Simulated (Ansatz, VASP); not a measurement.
# Ru in VASP and in Ansatz

INCAR

```
SYSTEM = Ru
PREC     = Accurate       ! precision mode
ENCUT    = 520            ! plane-wave cutoff, eV
EDIFF    = 1E-6           ! SCF threshold, eV
ISMEAR   = -1             ! smearing method
SIGMA    = 0.02           ! smearing width, eV
LREAL    = .FALSE.        ! projectors in reciprocal space
LASPH    = .TRUE.         ! aspherical terms in the spheres
NELM     = 150            ! most SCF steps
ALGO     = Fast           ! electronic algorithm
ISIF     = 2              ! what is computed and relaxed
LWAVE    = .FALSE.        ! write WAVECAR
LCHARG   = .FALSE.        ! write CHGCAR
LNONCOLLINEAR= .TRUE.         ! non-collinear magnetism
MAGMOM   = 0 0 0 0 0 0    ! initial moments
LORBIT   = 11             ! projections on sites
LSORBIT  = .TRUE.         ! spin-orbit coupling
GGA_COMPAT= .FALSE.      
LORBMOM  = .TRUE.       
LMAXMIX  = 4              ! l up to which the mixer works
GGA      = PE             ! functional
IVDW     = 12             ! dispersion correction
NBANDS   = 40             ! bands
```

KPOINTS

```
regular mesh
0
G
  8 8 5
  0 0 0
```

File POSCAR:

```
Ru
1.0
    2.7588683749      0.0000000000      0.0000000000
   -1.3794341875      2.3892500984      0.0000000000
    0.0000000000      0.0000000000      4.3658801443
Ru
2
Direct
    0.6666666667      0.3333333333      0.7500000000
    0.3333333333      0.6666666667      0.2500000000
```

input.yaml

```yaml
crystal:
  lattice:
    - [2.7588683749, 0.0, 0.0]
    - [-1.3794341875, 2.3892500984, 0.0]
    - [0.0, 0.0, 4.3658801443]
  atoms:
    - { symbol: Ru, position: [0.6666666667, 0.3333333333, 0.75] }
    - { symbol: Ru, position: [0.3333333333, 0.6666666667, 0.25] }
kpoints:
  mp_grid: { grid: [8, 8, 5] }
scf:
  occupations: { method: fermi_dirac, width: 0.02 }
hamiltonian:
  xc: pbe
  dispersion: d3bj
  pseudopotentials: { kind: all_electron, lapw: { basis_error: 0.001 } }
magnetization:
  noncollinear: true
  spin_orbit: true
output:
  forces: true
  stress: true
  eigenvalues: true
```

Change from the starting cell: volume scaled by 1.06.

Alike in both runs: task single point; functional PBE; dispersion D3(BJ); k mesh 8 × 8 × 5; occupations fermi-dirac, width 0.02 eV; non-collinear spin, spin-orbit coupling.

|  | VASP | Ansatz |
| --- | --- | --- |
| version | VASP 6.6.1 | Ansatz 0.2.0 |
| potentials or method | VASP PAW PBE potentials, release 64 (Ru_pv) | all-electron LAPW, relativistic spinors |
| plane-wave cutoff (eV) | 520 | see its input |

|  | VASP | Ansatz | Ansatz less VASP |
| --- | --- | --- | --- |
| gap on the k mesh at the Fermi level (eV) | none | none | - |
| pressure (GPa) | -19.5 | -19.5 | -0.06 |
| largest component of the traceless stress (GPa) | 1.20 | 1.19 | -0.014 |
| net moment per atom (μB) | 0.00 | 0.00 | 0.000 |
| dispersion energy (meV/atom) | -587.4 | -587.6 | -0.16 |

A gap of «none» marks a metal or a gap that the smearing closes. Ansatz ran all-electron here, so the differences hold the error of VASP's frozen core and of both bases.

Caveats: so large a pressure means that the cell lies far from this level's equilibrium, or that cutoff or potentials fall short (VASP); the k mesh is thin for a metal, which can move the energy by tens of meV per atom (Ansatz); pairwise dispersion overbinds metals, which lowers pressure and volume (Ansatz).
